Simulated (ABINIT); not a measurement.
# TePb (Pm-3m) in ABINIT: further runs, part 2 of 2

ABINIT 10.8.3 (patched build). Earlier steps stand in the parts before.

## 4. Band structure, BLYP

run.abi

```
# Datasets: ground state, then fixed potential
ndtset 2

# Pseudopotentials
pp_dirpath "./"
pseudos "Pb.GGA_PBE-JTH.xml, Te.GGA_PBE-JTH.xml"

# Structure
acell 4.002287 4.002287 4.002287 Angstrom
rprim
     1.0000000000     0.0000000000     0.0000000000
     0.0000000000     1.0000000000     0.0000000000
     0.0000000000     0.0000000000     1.0000000000
ntypat 2
znucl 82 52
natom 2
typat 1 2
xred
     0.0000000000     0.0000000000     0.0000000000
     0.5000000000     0.5000000000     0.5000000000

# Plane-wave basis
ecut 26.0
pawecutdg 48.0
pawxcdev 0

# Exchange and correlation
ixc -106131

# Bands and occupations
occopt 3
tsmear 0.05 eV

# SCF cycle
nstep 100

# Output
iomode 3
prtwf 0
prteig 0
prtebands 0
enunit 1
prtden1 1
prtvha1 1
prtvclmb1 1
prtpot1 1

# Dataset 1
kptopt1 1
ngkpt1 7 7 7
nshiftk1 1
shiftk1 0.0 0.0 0.0
nband1 14
tolvrs1 1.0e-9

# Dataset 2: bands along G-X-M-G-R-X
iscf2 -2
getden2 1
nband2 20
nbdbuf2 4
tolwfr2 1.0e-11
kptopt2 -5
ndivsm2 8
prteig2 1
kptbounds2
     0.0000000000     0.0000000000     0.0000000000
     0.0000000000     0.5000000000     0.0000000000
     0.5000000000     0.5000000000     0.0000000000
     0.0000000000     0.0000000000     0.0000000000
     0.5000000000     0.5000000000     0.5000000000
     0.0000000000     0.5000000000     0.0000000000
```

Run with:

```bash
abinit run.abi > log 2>&1
```

Run time: 93 s. Hardware: 1 thread of Arm Neoverse V1, shared host; peak memory 0.15 GiB.

Results (log left out):

- Free energy: -1888.8017 eV
- Pressure: 3.6 GPa
- Band gap on the k mesh: none (metal or under the smearing width)
- Valence electrons inside the program's atomic spheres: Pb 11.32; Te 3.14

Levels at the corners of the path, in eV from the Fermi level:
| point | band 7 | band 8 | band 9 | band 10 | band 11 | band 12 | band 13 | band 14 |
| --- | --- | --- | --- | --- | --- | --- | --- | --- |
| Γ | -7.00 | -1.56 | -1.56 | -1.56 | 4.39 | 4.39 | 5.06 | 5.06 |
| X | -9.19 | -0.81 | -0.16 | -0.16 | 0.22 | 2.23 | 2.23 | 5.71 |
| M | -8.14 | -4.29 | -4.29 | 0.19 | 3.38 | 3.69 | 3.69 | 6.38 |
| Γ | -7.00 | -1.56 | -1.56 | -1.56 | 4.39 | 4.39 | 5.06 | 5.06 |
| R | -7.44 | -2.37 | -2.37 | -2.37 | -0.99 | -0.99 | -0.99 | 13.88 |
| X | -9.19 | -0.81 | -0.16 | -0.16 | 0.22 | 2.23 | 2.23 | 5.71 |

Caveat: the PAW data sets were made with another functional, which shifts forces and pressure a little; spin-orbit coupling is left out, which moves the levels of the heavy elements.

## 5. Band structure, AM05

run.abi: that of step 4 with these lines changed.

```diff
@@ -27,3 +27,3 @@
 # Exchange and correlation
-ixc -106131
+ixc -120135
```

Run with:

```bash
abinit run.abi > log 2>&1
```

Wall time 96 s (1 thread of Arm Neoverse V1, shared host); peak memory 0.15 GiB.

The run converged. Its results:

* Free energy: -1893.2708 eV
* Pressure: -2.6 GPa
* Band gap on the k mesh: none (metal or under the smearing width)
* Valence electrons inside the program's atomic spheres: Pb 11.29; Te 3.09

Levels at the corners of the path, in eV from the Fermi level:
```
point  band 6  band 7  band 8  band 9  band 10  band 11  band 12  band 13  band 14  band 15
    Γ  -12.18   -6.81   -1.54   -1.54    -1.54     4.00     4.00     5.27     5.27     5.27
    X  -10.84   -9.06   -0.77   -0.13    -0.13     0.15     2.33     2.33     5.37     6.94
    M  -10.12   -7.93   -4.39   -4.39     0.24     3.59     3.73     3.73     6.04     6.89
    Γ  -12.18   -6.81   -1.54   -1.54    -1.54     4.00     4.00     5.27     5.27     5.27
    R   -9.74   -7.17   -2.46   -2.46    -2.46    -1.08    -1.08    -1.08    13.59    13.59
    X  -10.84   -9.06   -0.77   -0.13    -0.13     0.15     2.33     2.33     5.37     6.94
```

Caveat: the PAW data sets were made with another functional, which shifts forces and pressure a little; spin-orbit coupling is left out, which moves the levels of the heavy elements.

## 6. Band structure, r2SCAN

run.abi: that of step 5 with these lines changed.

```diff
@@ -24,6 +24,7 @@
 pawecutdg 48.0
-pawxcdev 0
 
 # Exchange and correlation
-ixc -120135
+ixc -497498
+usekden 1
+pawxcdev 0
 
@@ -43,2 +44,3 @@
 prtden1 1
+prtkden1 1
 prtvha1 1
@@ -53,3 +55,3 @@
 nband1 14
-tolvrs1 1.0e-9
+tolvrs1 1.0e-7
 
@@ -58,2 +60,3 @@
 getden2 1
+getkden2 1
 nband2 20
```

Potentials or basis: JTH PAW PBE v2.0.

Run with:

```bash
abinit run.abi > log 2>&1
```

It took 4.8 min on 1 thread of Arm Neoverse V1, shared host; peak memory 0.17 GiB.

Results (log left out):

* Free energy: 154.8460 eV
* Pressure: -0.4 GPa
* Band gap on the k mesh: none (metal or under the smearing width)
* Valence electrons inside the program's atomic spheres: Pb 11.28; Te 3.11

Levels at the corners of the path, in eV from the Fermi level:
```csv
point,band 6,band 7,band 8,band 9,band 10,band 11,band 12,band 13,band 14,band 15
Γ,-12.63,-6.93,-1.67,-1.67,-1.67,4.48,4.48,5.54,5.54,5.54
X,-11.20,-9.41,-0.81,-0.21,-0.21,0.48,2.43,2.43,5.87,7.61
M,-10.41,-8.25,-4.53,-4.53,0.17,3.73,4.02,4.02,6.69,7.43
Γ,-12.63,-6.93,-1.67,-1.67,-1.67,4.48,4.48,5.54,5.54,5.54
R,-10.01,-7.48,-2.58,-2.58,-2.58,-0.97,-0.97,-0.97,14.75,14.75
X,-11.20,-9.41,-0.81,-0.21,-0.21,0.48,2.43,2.43,5.87,7.61
```

Caveat: totals of a meta-GGA on PAW files have another zero than those of a GGA; the PAW data sets were made with another functional, which shifts forces and pressure a little; spin-orbit coupling is left out, which moves the levels of the heavy elements.

## 7. Overview

| level | gap on the mesh (eV) | pressure (GPa) |
| --- | --- | --- |
| LDA | none | -4.1 |
| PBEsol | none | -2.9 |
| BLYP | none | 3.6 |
| AM05 | none | -2.6 |
| r2SCAN | none | -0.4 |

Alike in all rows: task band structure; potentials or basis JTH PAW PBE v2.0; no spin polarisation; cell as given; k mesh 7 × 7 × 7; cutoff (eV) 707; smearing fermi-dirac 0.05 eV.

Every run on the cell as given and a fine mesh finds a metal. The pressure there spans -4.1 GPa (LDA) to 3.6 GPa (BLYP); a positive pressure means that this level wants a larger cell, a negative one a smaller.

Caveats: the PAW data sets were made with another functional, which shifts forces and pressure a little; spin-orbit coupling is left out, which moves the levels of the heavy elements; totals of a meta-GGA on PAW files have another zero than those of a GGA (some runs).

Total energies depend on the potentials used, so only differences within one code and one set of settings carry meaning.
